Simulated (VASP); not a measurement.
# OSiH2 in VASP: settings compared

The runs below take OSiH2 through electron localisation function, single point, with PBE, r2SCAN+D4, vdW-DF2, BEEF-vdW, BLYP.

Everything below comes from runs of VASP 6.6.1. Logs are shortened: lines on timing, memory, paths and dates and some standing lists are left out, and cuts for length are marked.

## 1. The structure

The cell holds a molecule in a box, 4 atoms: a = 10.000 Å, b = 12.000 Å, c = 12.000 Å, α = 90.00°, β = 90.00°, γ = 90.00°.

## 2. Electron localisation function, PBE

Contents of INCAR:

```
SYSTEM = SiH2O
ALGO     = Fast           ! electronic algorithm
EDIFF    = 1E-6           ! SCF threshold, eV
ENCUT    = 520            ! plane-wave cutoff, eV
GGA      = PE             ! functional
ISIF     = 2              ! what is computed and relaxed
ISMEAR   = 0              ! smearing method
LASPH    = .TRUE.         ! aspherical terms in the spheres
LCHARG   = .TRUE.         ! write CHGCAR
LELF     = .TRUE.         ! ELF
LREAL    = .FALSE.        ! projectors in reciprocal space
LWAVE    = .FALSE.        ! write WAVECAR
NELM     = 60             ! most SCF steps
PREC     = Accurate       ! precision mode
SIGMA    = 0.01           ! smearing width, eV
```

Contents of KPOINTS:

```
k-points
0
G
  1 1 1
  0 0 0
```

Contents of POSCAR:

```
SiH2O
1.0
   10.0000000000      0.0000000000      0.0000000000
    0.0000000000     12.0000000000      0.0000000000
    0.0000000000      0.0000000000     12.0000000000
O Si H
1 1 2
Direct
    0.4651450000      0.5538458300      0.6110750000
    0.4927950000      0.5202041700      0.4915250000
    0.5374550000      0.4072208300      0.4572666700
    0.4784650000      0.5962791700      0.3945916700
```

Potentials or basis: VASP PAW PBE potentials, release 64 (O, Si, H).

Started as:

```
> cat potpaw_PBE.64/O/POTCAR potpaw_PBE.64/Si/POTCAR potpaw_PBE.64/H/POTCAR > POTCAR
> mpirun -np 1 vasp_gam > vasp.out
```

OUTCAR:

```text
SYSTEM = SiH2O
   EDIFF = 1E-6
   ENCUT = 520
   GGA = PE
   ISIF = 2
   ISMEAR = 0
   LASPH = .TRUE.
   LREAL = .FALSE.
   NELM = 60
   PREC = Accurate

 ion  position               nearest neighbor table
   1  0.465  0.554  0.611-   2 1.52
   2  0.493  0.520  0.492-   3 1.49   4 1.49   1 1.52
   3  0.537  0.407  0.457-   2 1.49
   4  0.478  0.596  0.395-   2 1.49

  LATTYP: Found a simple tetragonal cell.
 ALAT       =    12.0000000000
 C/A-ratio  =     0.8333333333

  Lattice vectors:

 A1 = (   0.0000000000,  12.0000000000,   0.0000000000)
 A2 = (   0.0000000000,   0.0000000000,  12.0000000000)
 A3 = (  10.0000000000,   0.0000000000,   0.0000000000)

Analysis of symmetry for initial positions (statically):
=====================================================================
 Subroutine PRICEL returns:
 Original cell was already a primitive cell.

 Routine SETGRP: Setting up the symmetry group for a
 simple tetragonal supercell.

 Subroutine GETGRP returns: Found  1 space group operations
 (whereof  1 operations were pure point group operations)
 out of a pool of 16 trial point group operations.

The static configuration has the point symmetry C_1 .

Analysis of symmetry for dynamics (positions and initial velocities):
=====================================================================
 Subroutine PRICEL returns:
 Original cell was already a primitive cell.

 Routine SETGRP: Setting up the symmetry group for a
 simple tetragonal supercell.

 Subroutine GETGRP returns: Found  1 space group operations
 (whereof  1 operations were pure point group operations)
 out of a pool of 16 trial point group operations.

The dynamic configuration has the point symmetry C_1 .

 Subroutine INISYM returns: Found  1 space group operations
 (whereof  1 operations are pure point group operations),
 and found     1 'primitive' translations

----------------------------------------------------------------------------------------

                                     Primitive cell

  volume of cell :    1440.0000

  direct lattice vectors                    reciprocal lattice vectors
    10.000000000  0.000000000  0.000000000     0.100000000  0.000000000  0.000000000
     0.000000000 12.000000000  0.000000000     0.000000000  0.083333333  0.000000000
     0.000000000  0.000000000 12.000000000     0.000000000  0.000000000  0.083333333

  length of vectors
[... 65 lines left out ...]
   NSW    =      0    number of steps for IOM
   IBRION =     -1    ionic relax: 0-MD 1-quasi-New 2-CG
   NFREE  =      0    steps in history (QN), initial steepest desc. (CG)
   ISIF   =      2    stress and relaxation
   ISYM   =      2    0-nonsym 1-usesym 2-fastsym
   POTIM  = 0.5000    time-step for ionic-motion
   TEBEG  =    0.0;   TEEND  =   0.0 temperature during run
   PSTRESS=    0.0 pullay stress
   NELECT =      12.0000    total number of electrons
   NUPDOWN=      -1.0000    fix difference up-down
   EMIN   =  10.00;   EMAX   =-10.00  energy-range for DOS
   EFERMI =   0.00;   METHOD = LEGACY
   ISMEAR =     0;   SIGMA  =   0.01  broadening in eV -4-tet -1-fermi 0-gaus
   EFERMI_NEDOS =   21; number of points for ismear=-14 and -15
   IALGO  =     68    algorithm
   IMIX   =      4    mixing-type and parameters
     AMIX     =   0.40;   BMIX     =  1.00
     AMIX_MAG =   1.60;   BMIX_MAG =  1.00
  volume/ion in A,a.u.               =     360.00      2429.40
  Fermi-wavevector in a.u.,A,eV,Ry     =   0.331905  0.627210  1.498835  0.110161
  Thomas-Fermi vector in A             =   1.228460
   LORBIT       =      0    0 simple, 1 ext, 2 COOP (PROOUT), +10 PAW based schemes
   GGA     = PE    functional components
   LHFCALC =     F    Hartree Fock is set to
   AEXX    =    0.0000 exact exchange contribution
   IVDW    =     0    specifies the selected vdW correction
   LEPSILON=     F    determine dielectric tensor
   LRPA    =     F    only Hartree local field effects (RPA)
 non-spin polarized calculation
 RMM-DIIS sequential band-by-band and
 Gauss-broadening in eV      SIGMA  =   0.01
  energy-cutoff  :      520.00
  volume of cell :     1440.00
 maximum number of plane-waves:     19397
 NGX is ok and might be reduce to    80
   NGX = 37   NGY = 45   NGZ = 45

 number of electron      11.9999998 magnetization

 Free energy of the ion-electron system (eV)
  ---------------------------------------------------
  ext. energy  EPLUGINS =         0.00000000
  ---------------------------------------------------
  free energy    TOTEN  =       -18.17401541 eV

  energy without entropy =      -18.17401541  energy(sigma->0) =      -18.17401541

 E-fermi :  -6.5277     XC(G=0):  -0.6727

 val. band max:       -6.6127522137   @ k =   0.0000   0.0000   0.0000
 cond. band min:      -2.9887928812   @ k =   0.0000   0.0000   0.0000
 fundamental gap:      3.6239593325
 Fermi energy:        -6.5277266314

 k-point     1 :       0.0000    0.0000    0.0000
  band No.  band energies     occupation
      1     -22.9445      2.00000
      2     -12.8202      2.00000
      3      -9.4954      2.00000
      4      -8.2572      2.00000
      5      -7.6920      2.00000
      6      -6.6128      2.00000
      7      -2.9888      0.00000
      8      -1.1104      0.00000
      9      -0.4026      0.00000
     10       0.0616      0.00000

------------------------ aborting loop because EDIFF is reached ----------------------------------------

  FORCE on cell =-STRESS in cart. coord.  units (eV):
  Direction    XX          YY          ZZ          XY          YZ          ZX
  --------------------------------------------------------------------------------------
  -------------------------------------------------------------------------------------
  Total        0.0450002      0.3736067      1.5349642     -0.1647666      0.3535441     -0.2866733
  in kB        0.0500682      0.4156834      1.7078367     -0.1833232      0.3933613     -0.3189593
  external PRESSURE =       0.7245295 kB  Pullay stress =       0.0000000 kB

 VOLUME and BASIS-vectors are now :
 -----------------------------------------------------------------------------
  energy-cutoff  :      520.00
  volume of cell :     1440.00
      direct lattice vectors                 reciprocal lattice vectors
    10.000000000  0.000000000  0.000000000     0.100000000  0.000000000  0.000000000
     0.000000000 12.000000000  0.000000000     0.000000000  0.083333333  0.000000000
     0.000000000  0.000000000 12.000000000     0.000000000  0.000000000  0.083333333

 POSITION                                       TOTAL-FORCE (eV/Angst)
 -----------------------------------------------------------------------------------
      4.65145      6.64615      7.33290        -0.199601      0.285292      1.017850
      4.92795      6.24245      5.89830         0.166983     -0.236086     -0.850102
      5.37455      4.88665      5.48720         0.050377     -0.154612     -0.041316
      4.78465      7.15535      4.73510        -0.017758      0.105406     -0.126432
 -----------------------------------------------------------------------------------
    total drift:                                0.000151     -0.000247      0.000005

  FREE ENERGIE OF THE ION-ELECTRON SYSTEM (eV)
  ---------------------------------------------------
  free  energy   TOTEN  =       -18.1740154084 eV

  energy  without entropy=      -18.1740154084  energy(sigma->0) =      -18.17401541
```

stdout:

```text
POSCAR found type information on POSCAR O SiH
 POSCAR found :  3 types and       4 ions
 scaLAPACK will be used
 LDA part: xc-table for (Slater+PW92), standard interpolation
 POSCAR, INCAR and KPOINTS ok, starting setup
 FFT: planning ... GRIDC
 FFT: planning ... GRID_SOFT
 FFT: planning ... GRID
 WAVECAR not read
 entering main loop
```

Run time: 2.2 min. Hardware: 1 thread of AMD EPYC 7R13 (Zen 3), shared host; peak memory 1.1 GiB.

Results:

- Free energy: -18.1740 eV
- Largest force: 1.076 eV/Å
- Gap between the frontier levels: 3.62 eV

Forces in eV/Å, atoms in the order of the input:
```
O   -0.200  0.285  1.018
Si   0.167 -0.236 -0.850
H    0.050 -0.155 -0.041
H   -0.018  0.105 -0.126
```

## 3. Single point, r2SCAN+D4

Contents of INCAR:

```
PREC = Accurate
ENCUT = 520
EDIFF = 1E-6
ISMEAR = 0
SIGMA = 0.01
LREAL = F
LASPH = T
NELM = 60
ALGO = Normal
ISIF = 2
LWAVE = F
LCHARG = F
METAGGA = R2SCAN
LMIXTAU = T
IVDW = 13
VDW_S6 = 1.0
VDW_S8 = 0.6018749
VDW_A1 = 0.51559235
VDW_A2 = 5.77342911
```

Contents of KPOINTS:

```
Automatic mesh
0
Gamma
  1 1 1
```

Contents of POSCAR:

```
SiH2O
1.0
   10.0000000000      0.0000000000      0.0000000000
    0.0000000000     12.0000000000      0.0000000000
    0.0000000000      0.0000000000     12.0000000000
O Si H
1 1 2
Cartesian
    4.6514500000      6.6461499600      7.3329000000
    4.9279500000      6.2424500400      5.8983000000
    5.3745500000      4.8866499600      5.4872000400
    4.7846500000      7.1553500400      4.7351000400
```

Potentials or basis: VASP PAW PBE potentials, release 64 (O, Si, H).

Started as:

```
> cat potpaw_PBE.64/O/POTCAR potpaw_PBE.64/Si/POTCAR potpaw_PBE.64/H/POTCAR > POTCAR
> mpirun -np 1 vasp_gam > vasp.out
```

It took 7.5 min on 1 thread of AMD EPYC 7R13 (Zen 3), shared host; peak memory 1.3 GiB.

Results (log left out):

| Quantity | Value |
| --- | --- |
| Free energy | -22.6367 eV |
| Largest force | 0.344 eV/Å |
| Gap between the frontier levels | 4.15 eV |
| Dispersion energy per atom | -0.003 eV |

Forces on the atoms (eV/Å):
```
O   -0.052  0.070  0.245
Si   0.066 -0.089 -0.325
H   -0.018  0.053  0.025
H    0.004 -0.034  0.056
```

Levels at points of the mesh, in eV from the valence-band top:
| k point | band 3 | band 4 | band 5 | band 6 | band 7 | band 8 | band 9 | band 10 |
| --- | --- | --- | --- | --- | --- | --- | --- | --- |
| (0.00, 0.00, 0.00) | -2.99 | -1.70 | -1.04 | 0.00 | 4.15 | 6.23 | 7.00 | 7.48 |

Caveat: the PAW data sets were made with another functional, which shifts forces and pressure a little.

[end of part 1 of 2]
